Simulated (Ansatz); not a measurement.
# InSe (layers cut from the bulk crystal): converging the G0W0 gap

Aim: see how the G0W0 gap of InSe (layers cut from the bulk crystal) on PBE moves with empty bands and screening cutoff, and what each rung costs.

Method: G0W0 on PBE, plane waves, PAW, in Ansatz 0.2.0.

## (1) The structure

The cell holds 8 atoms: 4 Se and 4 In. Cell: a = 4.033 Å, b = 4.033 Å, c = 50.600 Å, α = 90.0°, β = 90.0°, γ = 120.0°. It derives from InSe. Regions: layer 1, 4 atoms (2 Se and 2 In); layer 2, 4 atoms (2 Se and 2 In). Vacuum lies along c.

As a file:

```cif
data_structure
_symmetry_space_group_name_H-M 'P 1'
_symmetry_Int_Tables_number 1
_cell_length_a 4.0333
_cell_length_b 4.0333
_cell_length_c 50.6000
_cell_angle_alpha 90.000
_cell_angle_beta 90.000
_cell_angle_gamma 120.000
_cell_volume 712.84
loop_
_atom_site_label
_atom_site_type_symbol
_atom_site_fract_x
_atom_site_fract_y
_atom_site_fract_z
_atom_site_occupancy
Se1 Se 0.33333 0.66667 0.36468 1
In2 In 0.66667 0.33333 0.39019 1
In3 In 0.66667 0.33333 0.44542 1
Se4 Se 0.33333 0.66667 0.47086 1
Se5 Se 0.66667 0.33333 0.52918 1
In6 In 0.00000 0.00000 0.55458 1
In7 In 0.00000 0.00000 0.60981 1
Se8 Se 0.66667 0.33333 0.63532 1
```

The structure was relaxed with PBE-D3(BJ). The runs that relaxed it are not among those shown. The default PAW set here is soft_2. Its files were made with PBE. The Coulomb interaction is cut off across the vacuum.

## (2) 379 empty bands, screening to 38 eV

Now the one-shot GW correction: screening in the RPA, then the self-energy of the levels asked for.

input.yaml reads:

```yaml
crystal:
  lattice:
    - [4.0332661517, 0.0, 0.0]
    - [-2.0166330758, 3.4929109476, 0.0]
    - [0.0, 0.0, 50.6]
  atoms:
    - { symbol: Se, position: [0.3333333333, 0.6666666667, 0.3646777383] }
    - { symbol: In, position: [0.6666666667, 0.3333333333, 0.3901887342] }
    - { symbol: In, position: [0.6666666667, 0.3333333333, 0.4454208876] }
    - { symbol: Se, position: [0.3333333333, 0.6666666667, 0.4708554273] }
    - { symbol: Se, position: [0.6666666667, 0.3333333333, 0.5291778991] }
    - { symbol: In, position: [0.0, 0.0, 0.5545785117] }
    - { symbol: In, position: [0.0, 0.0, 0.6098095269] }
    - { symbol: Se, position: [0.6666666667, 0.3333333333, 0.6353222617] }
  periodic: [true, true, false]
kpoints:
  mp_grid: { grid: [6, 6, 1] }
hamiltonian:
  xc: pbe
scf:
  occupations: { method: fixed }
gw:
  n_empty_bands: 379
  ecut_chi: 38
  qp_bands: [v2, c2]
  qp_kpoints: band_edges
  screening: { model: contour_deformation }
```

The run is started by

```sh
> ansatz run input.yaml --threads 3 --pin off --max-ram 92160MiB --backend cuda --events-out ev --progress --plain --runs-dir out --devices 1 --max-vram 13GiB
```

Numbers of over 12 decimals in the logs are rounded to 6 here.

The log of the run:

```text
GPUs: using 1 of 1 available (devices: 1).
Engine: ansatz 0.2.0, x86_64-unknown-linux-gnu
Pseudopotentials: kind: paw
Pseudopotential: Se, paw, valence charge 16, recommended cutoff 420 eV (normal), Se.paw.azcp
Pseudopotential: In, paw, valence charge 13, recommended cutoff 420 eV (normal), In.paw.azcp
Functional definition: PBE
  parameter kappa = 0.804
  parameter beta = 0.066725
  exchange = pbe_x(kappa = kappa, mu = beta*pi^2/3)
  correlation = pbe_c(beta = beta)
device memory: the entry about to start is reckoned to put 5.4 GiB on a device that reports 49.4 GiB free (of which the cap on the GPU budget leaves the run 13.0 GiB)
GPU FFT provider: cuFFT
GPU libraries: cuBLAS 13.8.2, cuFFT 12.4.0, cuSOLVER 12.3.4
Crystal: 8 atoms, lattice volume = 712.845 Å³
Basis set: ecut = 420 eV, 13993 PW (Γ)
Bands: 70, of which v1, the nominal top of the filled ones, is band 58 counted from 1 (57 counted from 0)
Symmetry: 6 space group operations
Space group: P3m1 (ITA 156), of the structure as read, at distance tolerance 8.9e-5 Å
k-points: 7 of 36 (time reversal used)
Non-local potential: Se, projectors of the file, l = 0: 2, l = 1: 2, l = 2: 3, l = 3: 1
Non-local potential: In, projectors of the file, l = 0: 2, l = 1: 2, l = 2: 2, l = 3: 2
PAW form: soft (Blöchl's): semilocal exchange-correlation on the pseudo side does not see the compensation charge
PAW one-centre angular grid: Se, 590 points (default); XC on 64 Gauss nodes
PAW one-centre angular grid: In, 590 points (default); XC on 64 Gauss nodes
Initial density: superposition of atomic densities (neutral atoms: chi_scale 0, normalization atom), corrected by the library's trained network
Initial wavefunctions: pseudopotential atomic-orbital guess
GPU buffer pool allocated for 262440 grid points (all kernels)
GPU transforms: local potential and band sums: pruned to the plane-wave sphere, on 27×27×360
Functional: x = pbe(κ = 0.804, μ = 0.219515), c = pbe(β = 0.066725)
SCF iter   1: F=—  HF=-44271.809390 eV  |F-HF|=—  |Δ(HF+E_count)|=         —  Δρ=1.20e-3  dr2=7.25e-2  ethr=1.77e-3  ⟨swp⟩=6.4  Hψ=1794  notcnv=0  defer=69
preconditioner: auto → Resta (q_TF=auto, 2.016 Å⁻¹)  ε∞=1.8  [insulator: Δε(μ)=1.087 eV  Ē_g=13.907 eV  n_scr=122 (ndim 8)  ℏωp=12.1 eV  f_vac=0.664  ε∞_Penn≈1.8  vacuum switching on, ρ_ref=1.4e-2 e/Å³]
SCF iter   2: F=—  HF=-44271.822814 eV  |F-HF|=—  |Δ(HF+E_count)|=   1.34e-2  Δρ=1.42e-3  dr2=2.18e-1  ethr=6.25e-5  ⟨swp⟩=3.7  Hψ=950  notcnv=0  defer=70
SCF iter   3: F=—  HF=-44271.801201 eV  |F-HF|=—  |Δ(HF+E_count)|=   2.16e-2  Δρ=3.43e-4  dr2=4.36e-3  ethr=6.25e-5  ⟨swp⟩=3.6  Hψ=542  notcnv=0  defer=70
SCF iter   4: F=—  HF=-44271.801196 eV  |F-HF|=—  |Δ(HF+E_count)|=   5.24e-6  Δρ=1.80e-4  dr2=4.15e-4  ethr=3.76e-6  ⟨swp⟩=3.1  Hψ=841  notcnv=0  defer=70
SCF iter   5: F=—  HF=-44271.801338 eV  |F-HF|=—  |Δ(HF+E_count)|=   1.43e-4  Δρ=7.85e-5  dr2=2.21e-4  ethr=3.58e-7  ⟨swp⟩=3.0  Hψ=755  notcnv=0  defer=70
SCF iter   6: F=—  HF=-44271.801355 eV  |F-HF|=—  |Δ(HF+E_count)|=   1.63e-5  Δρ=5.32e-5  dr2=1.49e-4  ethr=1.91e-7  ⟨swp⟩=2.4  Hψ=567  notcnv=0  defer=70
SCF iter   7: F=—  HF=-44271.801356 eV  |F-HF|=—  |Δ(HF+E_count)|=   1.62e-6  Δρ=2.08e-5  dr2=1.55e-5  ethr=1.29e-7  ⟨swp⟩=1.9  Hψ=457  notcnv=0  defer=70
SCF iter   8: F=—  HF=-44271.801361 eV  |F-HF|=—  |Δ(HF+E_count)|=   4.67e-6  Δρ=1.09e-5  dr2=1.03e-6  ethr=1.33e-8  ⟨swp⟩=2.6  Hψ=754  notcnv=0  defer=70
SCF iter   9: F=—  HF=-44271.801361 eV  |F-HF|=—  |Δ(HF+E_count)|=   5.63e-7  Δρ=4.48e-6  dr2=4.77e-7  ethr=8.88e-10  ⟨swp⟩=3.0  Hψ=905  notcnv=0  defer=70
SCF iter  10: F=—  HF=-44271.801362 eV  |F-HF|=—  |Δ(HF+E_count)|=   9.78e-8  Δρ=3.89e-6  dr2=3.03e-7  ethr=4.11e-10  ⟨swp⟩=2.4  Hψ=710  notcnv=0  defer=70
SCF iter  11: F=-44271.801361 eV  HF=-44271.801362 eV  |F-HF|=3.25e-8  |Δ(HF+E_count)|=   6.08e-8  Δρ=1.76e-6  dr2=4.06e-8  ethr=8.62e-11  ⟨swp⟩=19.7  Hψ=2950  notcnv=0
SCF 1 converged in 11 iterations: F = -44271.801361 eV  dr2 = 4.06e-8
  greatest PAW one-centre occupation: 1.000 electrons in one spin orbital (limit 2), on the Se atom at site 4 (counted from 0), in its partial waves of l = 2
device memory: the entry about to start is reckoned to put 6.4 GiB (of the 6.6 GiB reckoned in all, the device holds 0.2 GiB already) on a device that reports 48.7 GiB free (of which the cap on the GPU budget leaves the run 12.8 GiB)
NSCF: frozen V_eff on 7 k-points
the band table was solved once the SCF had ended and its energy, with any forces and stress, was formed, with the checks that follow a solve (2516 applications of the Hamiltonian). They found nothing against the state; the energy, forces and stress were not computed again (output.eigenvalues in the input reference)
device memory: the entry about to start is reckoned to put 8.7 GiB on a device that reports 48.0 GiB free (of which the cap on the GPU budget leaves the run 13.0 GiB)
NSCF: frozen V_eff on 7 k-points
G₀W₀ screening: q 1/7
[... further progress lines ...]
SCF converged after 11 iterations
Free energy (F): -44271.801361 eV
Harris-Foulkes:  -44271.801362 eV  (|F-HF|=3.25e-8)
Internal energy: -44271.801361 eV  (E = F + TS)
E sigma→0 (E₀):  -44271.801361 eV
Fermi energy:    -5.677758 eV
--- Per-component energies (eV) ---
  E_band       = -3271.816433
  E_kinetic    = 1444.194795
  E_local      = -637635.827091  (includes V_loc(G=0)·N_el)
  E_nonlocal   = -914.110472
  E_hartree    = 317480.359769
  E_xc         = -1276.810811
  E_vxc        = -788.111869  (∫ρ·V_xc dr)
  E_paw        = -24265.531640  (= ΣΔE_a)
  E_vpaw       = -338.659813  (= ΣTr[D̂ρ^β])
  E_aug_tail   = -0.002302  (compensation charges beyond the density's cutoff)
  E_ewald      = 300895.926391
  E_smearing   = -0.000000  (= −TS)
  E_closure    = -0.000000  (closes the sum)
  Σ components = -44271.801361   (vs F -44271.801361, Δ=0.00e0)
--- Band table (eV; the first three rows and the last of 7) ---
  k-point 0: bands = [... 54 lower, -6.4077, -6.3558, -6.3558, -5.6915, -4.5947, -3.8820, -3.1676, -3.0947, ... 8 higher]
  k-point 1: bands = [... 54 lower, -6.6897, -6.6009, -6.1433, -5.6778, -3.5629, -3.3196, -2.5208, -2.4393, ... 8 higher]
  k-point 2: bands = [... 54 lower, -7.1649, -7.0429, -6.4197, -6.2625, -3.6528, -3.5202, -3.3304, -3.1616, ... 8 higher]
  k-point 6: bands = [... 54 lower, -7.3821, -7.2603, -7.0695, -6.9049, -3.4910, -3.4040, -2.9002, -2.8605, ... 8 higher]
  ° read free of the cell's end (the report's vacuum.weakly_bound_levels)
--- G₀W₀: contour deformation, 7 samples at zero and on the imaginary axis and 2 off it, 36 q-points, 379 empty bands' worth ---
  eigenvalues of the whole cell's RPA ε∞ on this k-mesh (on a slab, of 1 + 4πα/V) = 1.2843, 3.4322, 3.4322; static W/v taken at q = 0 is 0.428708
  gw.qp_kpoints: band_edges: 6 of 7 stored k-points solved, in 1 pass; an edge of the gap read off the rows below is read off those points alone
    valence top: of the k-points left out ik 5 came nearest to being solved in a further pass, in band 58 (counted from 1, as in the quasiparticle table): it holds the edge there only if its correction is more favourable than any solved in that band by at least 0.922 eV; those differ by 0.195 eV
    conduction bottom: of the k-points left out ik 5 came nearest to being solved in a further pass, in band 59 (counted from 1, as in the quasiparticle table): it holds the edge there only if its correction is more favourable than any solved in that band by at least 1.022 eV; those differ by 0.533 eV
  `?` marks the rows in doubt; gw_qp.tsv's column doubts and the gw_qp event give each row's grounds
    ik  band        ε_KS         Σx   Σc(E_QP)       V_xc       Z   E_QP_lin       E_QP  E_QP is
     0    57     -6.3558   -17.9434     2.0746   -15.6742  0.7475    -6.5514    -6.5504  root
     0    58     -5.6915   -15.2975     1.3002   -13.8347  0.7540    -5.8547    -5.8542  root
     0    59     -4.5947   -10.3834    -2.4934   -13.4877  0.7776    -3.9773    -3.9838  root
     0    60     -3.8820   -10.6342    -2.6171   -14.0004  0.7643    -3.1353    -3.1329  root
     1    57     -6.1433   -15.5834     1.6833   -13.5852  0.7454    -6.4615    -6.4582  root
     1    58     -5.6778   -16.0733     1.5389   -14.3284  0.7536    -5.8846    -5.8837  root
     1    59     -3.5629   -10.8789    -2.8087   -14.4986  0.7667    -2.7371    -2.7519  root
     1    60     -3.3196   -10.8065    -2.9343   -14.5866  0.7612    -2.4439    -2.4738  root ?
     2    57     -6.4197   -15.5713     1.7047   -13.5494  0.7454    -6.7398    -6.7368  root
     2    58     -6.2625   -15.6000     1.6271   -13.6848  0.7494    -6.5526    -6.5505  root
     2    59     -3.6528    -7.6529    -3.0935   -11.2464  0.7788    -3.1473    -3.1528  root
     2    60     -3.5202    -9.3524    -3.0265   -13.1071  0.7695    -2.7786    -2.7921  root
     3    57     -6.9362   -15.1159     1.7834   -12.9583  0.7411    -7.3157    -7.3104  root
     3    58     -6.8172   -15.0338     1.7008   -12.9752  0.7449    -7.1785    -7.1749  root
     3    59     -3.9274    -8.7596    -2.9619   -12.3199  0.7776    -3.3215    -3.3290  root
     3    60     -3.8490    -8.6295    -2.9265   -12.1250  0.7749    -3.2729    -3.2801  root
     4    57     -6.1530   -15.7522     1.6656   -13.7961  0.7483    -6.4457    -6.4435  root
     4    58     -6.0265   -16.0821     1.6716   -14.1558  0.7503    -6.2828    -6.2813  root
     4    59     -3.0546   -10.8500    -3.1013   -14.8695  0.7596    -2.1115    -2.1364  root
     4    60     -2.9164   -10.9435    -3.1723   -15.0386  0.7561    -1.9546    -1.9935  root
     6    57     -7.0695   -14.8472     1.6755   -12.7910  0.7475    -7.4545    -7.4502  root
     6    58     -6.9049   -15.4782     1.7987   -13.3416  0.7468    -7.2463    -7.2429  root
     6    59     -3.4910    -7.1472    -3.0195   -10.5523  0.7748    -3.1021    -3.1055  root
     6    60     -3.4040    -7.0168    -3.0267   -10.4014  0.7739    -3.0429    -3.0462  root
```

It took 48 s on 1 × NVIDIA H100 80GB HBM3 (shared by 6 runs) with 3 threads of AMD EPYC 7R13 (Zen 3), shared host; peak memory 2.3 GiB.

Reading the cycles: dr2 is the Hartree energy of the density residual (eV), the measure of convergence; HF is the Harris–Foulkes estimate of the energy, which meets the free energy F at convergence.

Numbers from this step:

```yaml
bands_summed: 437
plane_waves_in_the_screening_matrix: 351
q_points_in_the_mesh: 36
g0w0_gap_on_the_mesh: 1.870 eV
k_of_the_valence_top: 0, 0, 0
k_of_the_conduction_bottom: 0, 0, 0
starting_gap_on_the_mesh: 1.083 eV
z_at_the_valence_top: 0.7540
z_at_the_conduction_bottom: 0.7776
least_direct_g0w0_gap_on_the_computed_points: 1.870 eV
```

The gap on the mesh goes from 1.08 eV to 1.87 eV, a correction of +0.79 eV. Between the two edge states, bare exchange in place of the xc potential would open the gap by 4.57 eV, and correlation takes back 3.79 eV.

## (3) 947 empty bands, screening to 70 eV

Another rung: the empty bands reach about as high as the screening cutoff, so the two stay in balance.

input.yaml, as its differences from that of step 2:

```diff
@@ -21,5 +21,6 @@
   occupations: { method: fixed }
+  convergence: { dr2_threshold: 1.0e-10 }
 gw:
-  n_empty_bands: 379
-  ecut_chi: 38
+  n_empty_bands: 947
+  ecut_chi: 70.0
   qp_bands: [v2, c2]
```

The log of the run:

```text
GPUs: using 1 of 1 available (devices: 1).
[...]
GPU FFT provider: cuFFT
GPU libraries: cuBLAS 13.8.2, cuFFT 12.4.0, cuSOLVER 12.3.4
Crystal: 8 atoms, lattice volume = 712.845 Å³
Basis set: ecut = 420 eV, 13993 PW (Γ)
Bands: 70, of which v1, the nominal top of the filled ones, is band 58 counted from 1 (57 counted from 0)
Symmetry: 6 space group operations
[...]
k-points: 7 of 36 (time reversal used)
[...]
GPU buffer pool allocated for 262440 grid points (all kernels)
[...]
SCF iter   1: F=—  HF=-44271.809390 eV  |F-HF|=—  |Δ(HF+E_count)|=         —  Δρ=1.20e-3  dr2=7.25e-2  ethr=1.77e-3  ⟨swp⟩=6.4  Hψ=1794  notcnv=0  defer=69
[...]
SCF iter  15: F=-44271.801362 eV  HF=-44271.801362 eV  |F-HF|=0.00e0  |Δ(HF+E_count)|=  1.09e-10  Δρ=4.36e-8  dr2=3.06e-11  ethr=1.00e-12  ⟨swp⟩=20.3  Hψ=3196  notcnv=0
SCF 1 converged in 15 iterations: F = -44271.801362 eV  dr2 = 3.06e-11
[...]
NSCF: frozen V_eff on 7 k-points
[...]
G₀W₀ screening: q 1/7
[... further progress lines ...]
SCF converged after 15 iterations
Free energy (F): -44271.801362 eV
[...]
Internal energy: -44271.801362 eV  (E = F + TS)
E sigma→0 (E₀):  -44271.801362 eV
Fermi energy:    -5.677785 eV
[...]
--- Band table (eV; the first three rows and the last of 7) ---
  k-point 0: bands = [... 54 lower, -6.4078, -6.3559, -6.3559, -5.6915, -4.5948, -3.8821, -3.1677, -3.0947, ... 8 higher]
  k-point 1: bands = [... 54 lower, -6.6897, -6.6009, -6.1433, -5.6778, -3.5629, -3.3197, -2.5209, -2.4393, ... 8 higher]
  k-point 2: bands = [... 54 lower, -7.1649, -7.0430, -6.4197, -6.2625, -3.6528, -3.5203, -3.3304, -3.1617, ... 8 higher]
  k-point 6: bands = [... 54 lower, -7.3822, -7.2602, -7.0696, -6.9049, -3.4910, -3.4041, -2.9002, -2.8605, ... 8 higher]
  ° read free of the cell's end (the report's vacuum.weakly_bound_levels)
[...]
0    57     -6.3559   -17.9434     1.7714   -15.6742  0.7417    -6.8600    -6.8536  root
     0    58     -5.6915   -15.2975     1.0266   -13.8347  0.7490    -6.1318    -6.1277  root
     0    59     -4.5948   -10.3834    -2.7532   -13.4877  0.7741    -4.2418    -4.2437  root
     0    60     -3.8821   -10.6341    -2.9010   -14.0004  0.7602    -3.4234    -3.4169  root
     1    57     -6.1433   -15.5834     1.4302   -13.5852  0.7409    -6.7310    -6.7112  root
     1    58     -5.6778   -16.0733     1.2469   -14.3284  0.7483    -6.1814    -6.1758  root
     1    59     -3.5629   -10.8789    -3.1123   -14.4986  0.7629    -3.0504    -3.0556  root
     1    60     -3.3197   -10.8064    -3.2356   -14.5866  0.7570    -2.7669    -2.7751  root
[...]
6    57     -7.0696   -14.8472     1.4051   -12.7910  0.7453    -7.7340    -7.7207  root
     6    58     -6.9049   -15.4781     1.5238   -13.3415  0.7432    -7.5294    -7.5177  root
     6    59     -3.4910    -7.1473    -3.1792   -10.5523  0.7737    -3.2641    -3.2651  root
     6    60     -3.4041    -7.0168    -3.1717   -10.4014  0.7729    -3.1902    -3.1912  root
```

It took 86 s on 1 × NVIDIA H100 80GB HBM3 (shared by 6 runs) with 3 threads; peak memory 4.2 GiB; 2 min of CPU time.

Numbers from this step:

```
bands summed                                 : 1005
plane waves in the screening matrix          : 951
q-points in the mesh                         : 36
G0W0 gap on the mesh                         : 1.884 eV
k of the valence top                         : 0, 0, 0
k of the conduction bottom                   : 0, 0, 0
starting gap on the mesh                     : 1.083 eV
Z at the valence top                         : 0.7490
Z at the conduction bottom                   : 0.7741
least direct G0W0 gap on the computed points : 1.884 eV
```

Against the run with 6×6×1 mesh, 379 empty bands, screening to 38 eV, the gap moves by +0.014 eV.

## (4) Side by side

Times are wall times on 1 × NVIDIA H100 80GB HBM3 (shared by 6 runs) with 3 threads of AMD EPYC 7R13 (Zen 3), shared host, good to a factor of about two.

| mesh | files | frequency | bands summed | cutoff (eV) | start (eV) | G0W0 (eV) | time | host memory (GiB) |
| --- | --- | --- | --- | --- | --- | --- | --- | --- |
| 6×6×1 | default PAW | contour deformation | 437 | 38 | 1.083 | 1.870 | 48 s | 2.3 |
| 6×6×1 | default PAW | contour deformation | 1005 | 70 | 1.083 | 1.884 | 86 s | 4.2 |

The parts of the quasiparticle energy at the two band edges (eV; QP = start + Σx + Σc − Vxc):

| run | edge | start | Σx | Σc | Vxc | Z | QP |
| --- | --- | --- | --- | --- | --- | --- | --- |
| 437 bands | valence top | -5.69 | -15.30 | 1.30 | -13.83 | 0.75 | -5.85 |
| 437 bands | conduction bottom | -4.59 | -10.38 | -2.49 | -13.49 | 0.78 | -3.98 |
| 1005 bands | valence top | -5.69 | -15.30 | 1.03 | -13.83 | 0.75 | -6.13 |
| 1005 bands | conduction bottom | -4.59 | -10.38 | -2.75 | -13.49 | 0.77 | -4.24 |

## (5) Summary of results

| Item | Value |
| --- | --- |
| 437 bands, 38 eV | 1.870 eV |
| 1005 bands, 70 eV | 1.884 eV |
| estimated limit in bands and cutoff | 1.89 eV |
| mesh and start | 6×6×1, PBE |

In words: A line in one over the bands through the two rungs gives 1.89 eV, +0.01 eV from the top rung; with two points alone it is an unchecked estimate. The rungs stand 0.02 eV (437 bands) and 0.01 eV (1005 bands) from it. From 437 to 1005 bands the gap moves by +0.01 eV. Σc changes by −0.27 eV at the valence top and −0.26 eV at the conduction bottom, so the levels themselves move more than the gap between them. The 6×6×1 mesh misses a band edge: over a band path and its finer mesh (run apart) the PBE gap is 1.03 eV, so the G0W0 gap over the zone may lie about 0.05 eV below its value on the mesh. The mesh in the plane is coarse for a sheet; gap and any exciton binding can still move on denser ones. The many-body steps are scalar-relativistic: spin-orbit coupling is not in them.

[Paths, hosts, dates, memory and timing lines, banners, echoed tables and standing remarks are left out of the program output.]

[Logs are printed without paths, hosts, clocks, repeated set-up lines and the standing remarks that a program may print on its own settings, such as how far it seeks lower states.]

[Runs of the session that timed out or met a known fault of the program may be left out.]

[Cells called generated may have been cut or substituted from an entry of the Crystallography Open Database or the Materials Project.]

[Hosts, paths, dates, database ids (printed as entryN), source tags and the programs' standing remarks are cut or masked in the printed files.]
